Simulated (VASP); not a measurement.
# Tl (P6_3/mmc) in VASP: further runs

The runs below take Tl through single point, with PBEsol.

All numbers are computed with VASP 6.6.1; they aren't measurements. Logs are shortened: lines on timing, memory, paths and dates and some standing lists are left out, and cuts for length are marked.

## 1. The structure

It takes space group P6_3/mmc (No. 194, hexagonal). Conventional cell: a = 3.456 Å, b = 3.456 Å, c = 5.525 Å, α = 90.00°, β = 90.00°, γ = 120.00°. Tl (site symmetry -6m2) has 12 Tl at 3.41 to 3.46 Å as nearest neighbours.

## 2. Single point, PBEsol

The input, INCAR:

```
PREC = Accurate ; ENCUT = 250
EDIFF = 1E-6 ; ISMEAR = 1
SIGMA = 0.1 ; LREAL = False
LASPH = True ; NELM = 100
ALGO = Normal ; ISIF = 2
LWAVE = False ; LCHARG = False
GGA = PS ; NBANDS = 20
ADDGRID = False
```

The input, KPOINTS:

```
regular mesh
0
Gamma
  8 8 4
```

The input, POSCAR:

```
Tl
1.0
    3.4560000000      0.0000000000      0.0000000000
   -1.7280000000      2.9929837955      0.0000000000
    0.0000000000      0.0000000000      5.5250000000
Tl
2
Direct
    0.6666666667      0.3333333333      0.7500000000
    0.3333333333      0.6666666667      0.2500000000
```

Potentials or basis: VASP PAW PBE potentials, release 64 (Tl_d).

Command:

```console
$ cat potpaw_PBE.64/Tl_d/POTCAR > POTCAR
$ mpirun -np 1 vasp_std > vasp.out
```

OUTCAR:

```text
PREC = Accurate
   ENCUT = 250
   EDIFF = 1E-6
   ISMEAR = 1
   LREAL = False
   LASPH = True
   NELM = 100
   ISIF = 2
   GGA = PS

 Found     30 irreducible k-points:

 Following reciprocal coordinates:
            Coordinates               Weight
  0.000000  0.000000  0.000000      1.000000
  0.125000  0.000000  0.000000      6.000000
  0.250000  0.000000  0.000000      6.000000
  0.375000 -0.000000  0.000000      6.000000
  0.500000  0.000000  0.000000      3.000000
  0.125000  0.125000  0.000000      6.000000
   k-points           NKPTS =     30   k-points in BZ     NKDIM =     30   number of bands    NBANDS=     20
   number of dos      NEDOS =    301   number of ions     NIONS =      2
   total plane-waves  NPLWV =   9072
   dimension x,y,z NGX =    18 NGY =   18 NGZ =   28
   dimension x,y,z NGXF=    36 NGYF=   36 NGZF=   56
   ions per type =               2
   NGX,Y,Z   is equivalent  to a cutoff of   8.66,  8.66,  8.43 a.u.
   NGXF,Y,Z  is equivalent  to a cutoff of  17.32, 17.32, 16.85 a.u.
 SYSTEM =  unknown system
   PREC   = accura    normal or accurate (medium, high low for compatibility)
   ISTART =      0    job   : 0-new  1-cont  2-samecut
   ICHARG =      2    charge: 1-file 2-atom 10-const
   ISPIN  =      1    spin polarized calculation?
   LNONCOLLINEAR =      F non collinear calculations
   LSORBIT =      F    spin-orbit coupling
   LASPH  =      T    aspherical Exc in radial PAW
   ENCUT  =  250.0 eV  18.37 Ry    4.29 a.u.   4.46  4.46  7.12*2*pi/ulx,y,z
   NELM   =    100;   NELMIN=  2; NELMDL= -5     # of ELM steps
   EDIFF  = 0.1E-05   stopping-criterion for ELM
   LREAL  =      F    real-space projection
   EDIFFG = 0.1E-04   stopping-criterion for IOM
   NSW    =      0    number of steps for IOM
   IBRION =     -1    ionic relax: 0-MD 1-quasi-New 2-CG
   NFREE  =      0    steps in history (QN), initial steepest desc. (CG)
   ISIF   =      2    stress and relaxation
   ISYM   =      2    0-nonsym 1-usesym 2-fastsym
   POTIM  = 0.5000    time-step for ionic-motion
   TEBEG  =    0.0;   TEEND  =   0.0 temperature during run
   PSTRESS=    0.0 pullay stress
   NELECT =      26.0000    total number of electrons
   NUPDOWN=      -1.0000    fix difference up-down
   EMIN   =  10.00;   EMAX   =-10.00  energy-range for DOS
   EFERMI =   0.00;   METHOD = LEGACY
   ISMEAR =     1;   SIGMA  =   0.10  broadening in eV -4-tet -1-fermi 0-gaus
   EFERMI_NEDOS =   21; number of points for ismear=-14 and -15
   IALGO  =     38    algorithm
   IMIX   =      4    mixing-type and parameters
     AMIX     =   0.40;   BMIX     =  1.00
     AMIX_MAG =   1.60;   BMIX_MAG =  1.00
  volume/ion in A,a.u.               =      28.57       192.83
  Fermi-wavevector in a.u.,A,eV,Ry     =   1.259107  2.379366 21.569987  1.585349
  Thomas-Fermi vector in A             =   2.392683
   LORBIT       =      0    0 simple, 1 ext, 2 COOP (PROOUT), +10 PAW based schemes
   GGA     = PS    functional components
   LHFCALC =     F    Hartree Fock is set to
   AEXX    =    0.0000 exact exchange contribution
   IVDW    =     0    specifies the selected vdW correction
   LEPSILON=     F    determine dielectric tensor
   LRPA    =     F    only Hartree local field effects (RPA)
 non-spin polarized calculation
 Methfessel and Paxton  Order N= 1 SIGMA  =   0.10
  energy-cutoff  :      250.00
  volume of cell :       57.15
 maximum number of plane-waves:       537
 NGX is ok and might be reduce to    18
   NGX =  9   NGY =  9   NGZ = 15

 number of electron      25.9999938 magnetization

 Free energy of the ion-electron system (eV)
  ---------------------------------------------------
  ext. energy  EPLUGINS =         0.00000000
  ---------------------------------------------------
  free energy    TOTEN  =        -5.17197113 eV

  energy without entropy =       -5.17020403  energy(sigma->0) =       -5.17138210

 E-fermi :   6.4150     XC(G=0): -10.3675

 val. band max:        6.3132617076   @ k =   0.2500   0.1250   0.2500
 cond. band min:       6.4194557369   @ k =   0.3750   0.1250   0.2500
 fundamental gap:      0.1061940293
 Fermi energy:         6.4149839958

 k-point     1 :       0.0000    0.0000    0.0000
  band No.  band energies     occupation
      1      -5.3268      2.00000
      2      -5.0885      2.00000
      3      -5.0701      2.00000
      4      -5.0701      2.00000
      5      -5.0158      2.00000
      6      -5.0158      2.00000
[... 12 lines left out ...]
     19      17.2100      0.00000
     20      17.3055      0.00000

 k-point     2 :       0.1250    0.0000    0.0000
  band No.  band energies     occupation
      1      -5.2832      2.00000
      2      -5.1327      2.00000
      3      -5.0295      2.00000
      4      -5.0041      2.00000
      5      -4.9958      2.00000
      6      -4.9899      2.00000
[... 12 lines left out ...]
     19      16.8876      0.00000
     20      18.3599      0.00000

 k-point     3 :       0.2500    0.0000    0.0000
  band No.  band energies     occupation
      1      -5.3196      2.00000
      2      -5.1264      2.00000
      3      -5.1033      2.00000
      4      -5.0438      2.00000
      5      -5.0133      2.00000
      6      -4.8628      2.00000
[... 12 lines left out ...]
     19      16.0580      0.00000
     20      17.3784      0.00000

 k-point     4 :       0.3750   -0.0000    0.0000
  band No.  band energies     occupation
      1      -5.4078      2.00000
      2      -5.2340      2.00000
      3      -5.1855      2.00000
      4      -5.1005      2.00000
      5      -4.9199      2.00000
      6      -4.8696      2.00000
[... 12 lines left out ...]
     19      15.0094      0.00000
     20      16.4762      0.00000

 k-point     5 :       0.5000    0.0000    0.0000
  band No.  band energies     occupation
      1      -5.4450      2.00000
      2      -5.2898      2.00000
      3      -5.2153      2.00000
      4      -5.1226      2.00000
      5      -4.8969      2.00000
      6      -4.8829      2.00000
[... 12 lines left out ...]
     19      14.6053      0.00000
     20      16.1711      0.00000

 k-point     6 :       0.1250    0.1250    0.0000
  band No.  band energies     occupation
      1      -5.2347      2.00000
      2      -5.1836      2.00000
      3      -5.0614      2.00000
      4      -5.0333      2.00000
      5      -5.0013      2.00000
      6      -4.9434      2.00000
[... 12 lines left out ...]
     19      16.9048      0.00000
     20      17.0765      0.00000

 [... further k-points ...]
[... 5 lines left out ...]
  --------------------------------------------------------------------------------------
  -------------------------------------------------------------------------------------
  Total        0.1439401      0.1439401     -0.0518451      0.0000000      0.0000000      0.0000000
  in kB        4.0353585      4.0353585     -1.4534769      0.0000000      0.0000000      0.0000000
  external PRESSURE =       2.2057467 kB  Pullay stress =       0.0000000 kB

 VOLUME and BASIS-vectors are now :
 -----------------------------------------------------------------------------
  energy-cutoff  :      250.00
  volume of cell :       57.15
      direct lattice vectors                 reciprocal lattice vectors
     3.456000000  0.000000000  0.000000000     0.289351852  0.167057370  0.000000000
    -1.728000000  2.992983795  0.000000000     0.000000000  0.334114739  0.000000000
     0.000000000  0.000000000  5.525000000     0.000000000  0.000000000  0.180995475

 POSITION                                       TOTAL-FORCE (eV/Angst)
 -----------------------------------------------------------------------------------
      1.72800      0.99766      4.14375        -0.000000      0.000000      0.000000
     -0.00000      1.99532      1.38125         0.000000     -0.000000      0.000000
 -----------------------------------------------------------------------------------
    total drift:                               -0.000000      0.000000     -0.000000

  FREE ENERGIE OF THE ION-ELECTRON SYSTEM (eV)
  ---------------------------------------------------
  free  energy   TOTEN  =        -5.1719711321 eV

  energy  without entropy=       -5.1702040285  energy(sigma->0) =       -5.17138210
```

Wall time 5.7 s (1 thread of AMD EPYC 9R45 (Zen 5), shared host); peak memory 0.09 GiB.

These settings aren't checked as converged: the numbers below hold their error.

What came out:

- Free energy: -5.1720 eV
- Band gap on the k mesh: none (metal or under the smearing width)

Caveat: the cutoff is under 1.25 times the usual one of these potentials, so pressure, stress and relaxed cells hold a basis-set (Pulay) error; the PAW data sets were made with another functional, which shifts forces and pressure a little.

## 3. Single point, PBEsol

Edit INCAR of step 2 so:

```diff
@@ -1,2 +1,2 @@
-PREC = Accurate ; ENCUT = 250
+PREC = Accurate ; ENCUT = 400
 EDIFF = 1E-6 ; ISMEAR = 1
```

The input, KPOINTS:

```
regular mesh
0
Gamma
  6 6 4
```

POSCAR is that of step 2.

Potentials or basis: VASP PAW PBE potentials, release 64 (Tl_d).

Command:

```console
$ cat potpaw_PBE.64/Tl_d/POTCAR > POTCAR
$ mpirun -np 1 vasp_std > vasp.out
```

Run time: 7.3 s. Hardware: 1 thread of AMD EPYC 9R45 (Zen 5), shared host; peak memory 0.11 GiB.

These settings aren't checked as converged: the numbers below hold their error.

What came out:

```yaml
Free_energy: -5.2338 eV
Pressure: -0.2 GPa
Band_gap_on_the_k_mesh: none (metal or under the smearing width)
```

Caveat: the PAW data sets were made with another functional, which shifts forces and pressure a little.

## 4. Single point, PBEsol

Edit INCAR of step 3 so:

```diff
@@ -1,2 +1,2 @@
-PREC = Accurate ; ENCUT = 400
+PREC = Accurate ; ENCUT = 450
 EDIFF = 1E-6 ; ISMEAR = 1
```

KPOINTS is that of step 3.

POSCAR is that of step 3.

Potentials or basis: VASP PAW PBE potentials, release 64 (Tl_d).

Command:

```console
$ cat potpaw_PBE.64/Tl_d/POTCAR > POTCAR
$ mpirun -np 1 vasp_std > vasp.out
```

OUTCAR:

```text
PREC = Accurate
   ENCUT = 450
   EDIFF = 1E-6
   ISMEAR = 1
   LREAL = False
   LASPH = True
   NELM = 100
   ISIF = 2
   GGA = PS

 Found     21 irreducible k-points:

 Following reciprocal coordinates:
            Coordinates               Weight
  0.000000  0.000000  0.000000      1.000000
  0.166667  0.000000  0.000000      6.000000
  0.333333  0.000000  0.000000      6.000000
  0.500000  0.000000  0.000000      3.000000
  0.166667  0.166667  0.000000      6.000000
  0.333333  0.166667  0.000000     12.000000
   k-points           NKPTS =     21   k-points in BZ     NKDIM =     21   number of bands    NBANDS=     20
   number of dos      NEDOS =    301   number of ions     NIONS =      2
   total plane-waves  NPLWV =  23040
   dimension x,y,z NGX =    24 NGY =   24 NGZ =   40
   dimension x,y,z NGXF=    48 NGYF=   48 NGZF=   80
   ions per type =               2
   NGX,Y,Z   is equivalent  to a cutoff of  11.54, 11.54, 12.04 a.u.
   NGXF,Y,Z  is equivalent  to a cutoff of  23.09, 23.09, 24.07 a.u.
 SYSTEM =  unknown system
   PREC   = accura    normal or accurate (medium, high low for compatibility)
   ISTART =      0    job   : 0-new  1-cont  2-samecut
   ICHARG =      2    charge: 1-file 2-atom 10-const
   ISPIN  =      1    spin polarized calculation?
   LNONCOLLINEAR =      F non collinear calculations
[... 47 lines left out ...]
  ext. energy  EPLUGINS =         0.00000000
  ---------------------------------------------------
  free energy    TOTEN  =        -5.23414266 eV

  energy without entropy =       -5.23245031  energy(sigma->0) =       -5.23357854

 E-fermi :   6.4269     XC(G=0): -10.3717

 val. band max:        6.3716812709   @ k =   0.1667   0.0000   0.2500
 cond. band min:       6.4376066692   @ k =   0.3333   0.3333   0.2500
 fundamental gap:      0.0659253983
 Fermi energy:         6.4269469558

 k-point     1 :       0.0000    0.0000    0.0000
  band No.  band energies     occupation
      1      -5.3569      2.00000
      2      -5.1194      2.00000
      3      -5.1080      2.00000
      4      -5.1080      2.00000
      5      -5.0538      2.00000
      6      -5.0538      2.00000
[... 127 lines left out ...]
     19      14.4117      0.00000
     20      17.5522      0.00000

 [... further k-points ...]
[... 5 lines left out ...]
  --------------------------------------------------------------------------------------
  -------------------------------------------------------------------------------------
  Total       -0.3695584     -0.3695584      0.6804377      0.0000000     -0.0000000      0.0000000
  in kB      -10.3605608    -10.3605608     19.0760552      0.0000000     -0.0000000      0.0000000
  external PRESSURE =      -0.5483555 kB  Pullay stress =       0.0000000 kB

 VOLUME and BASIS-vectors are now :
 -----------------------------------------------------------------------------
  energy-cutoff  :      450.00
  volume of cell :       57.15
      direct lattice vectors                 reciprocal lattice vectors
     3.456000000  0.000000000  0.000000000     0.289351852  0.167057370  0.000000000
    -1.728000000  2.992983795  0.000000000     0.000000000  0.334114739  0.000000000
     0.000000000  0.000000000  5.525000000     0.000000000  0.000000000  0.180995475

 POSITION                                       TOTAL-FORCE (eV/Angst)
 -----------------------------------------------------------------------------------
      1.72800      0.99766      4.14375        -0.000000      0.000000      0.000000
     -0.00000      1.99532      1.38125         0.000000     -0.000000      0.000000
 -----------------------------------------------------------------------------------
    total drift:                               -0.000000      0.000000     -0.000000

  FREE ENERGIE OF THE ION-ELECTRON SYSTEM (eV)
  ---------------------------------------------------
  free  energy   TOTEN  =        -5.2341426552 eV

  energy  without entropy=       -5.2324503059  energy(sigma->0) =       -5.23357854
```

It took 7.7 s on 1 thread of AMD EPYC 9R45 (Zen 5), shared host; peak memory 0.13 GiB.

The run converged, but some of its settings lie outside the range that counts as converged, so its numbers aren't taken as properties of the crystal.

Results:

```yaml
Free_energy: -5.2341 eV
Pressure: -0.1 GPa
Band_gap_on_the_k_mesh: none (metal or under the smearing width)
```

Caveat: the PAW data sets were made with another functional, which shifts forces and pressure a little.

## 5. Single point, PBEsol

Edit INCAR of step 4 so:

```diff
@@ -2,3 +2,3 @@
 EDIFF = 1E-6 ; ISMEAR = 1
-SIGMA = 0.1 ; LREAL = False
+SIGMA = 0.4 ; LREAL = False
 LASPH = True ; NELM = 100
```

KPOINTS is that of step 4.

POSCAR is that of step 4.

Command:

```console
$ cat potpaw_PBE.64/Tl_d/POTCAR > POTCAR
$ mpirun -np 1 vasp_std > vasp.out
```

Run time: 8 s. Hardware: 1 thread of AMD EPYC 9R45 (Zen 5), shared host; peak memory 0.13 GiB.

These settings aren't checked as converged: the numbers below hold their error.

What came out:

```
Free energy            : -5.2341 eV
Pressure               : -0.1 GPa
Band gap on the k mesh : none (metal or under the smearing width)
```

Caveat: the PAW data sets were made with another functional, which shifts forces and pressure a little.

## 6. Single point, PBEsol

Edit INCAR of step 5 so:

```diff
@@ -2,3 +2,3 @@
 EDIFF = 1E-6 ; ISMEAR = 1
-SIGMA = 0.4 ; LREAL = False
+SIGMA = 0.2 ; LREAL = False
 LASPH = True ; NELM = 100
```

KPOINTS is that of step 5.

POSCAR is that of step 5.

Potentials or basis: VASP PAW PBE potentials, release 64 (Tl_d).

Command:

```console
$ cat potpaw_PBE.64/Tl_d/POTCAR > POTCAR
$ mpirun -np 1 vasp_std > vasp.out
```

Run time: 7.8 s. Hardware: 1 thread of AMD EPYC 9R45 (Zen 5), shared host; peak memory 0.12 GiB.

The run converged, but some of its settings lie outside the range that counts as converged, so its numbers aren't taken as properties of the crystal.

Results:

- Free energy: -5.2354 eV
- Pressure: -0.1 GPa
- Band gap on the k mesh: none (metal or under the smearing width)

Caveat: the PAW data sets were made with another functional, which shifts forces and pressure a little.
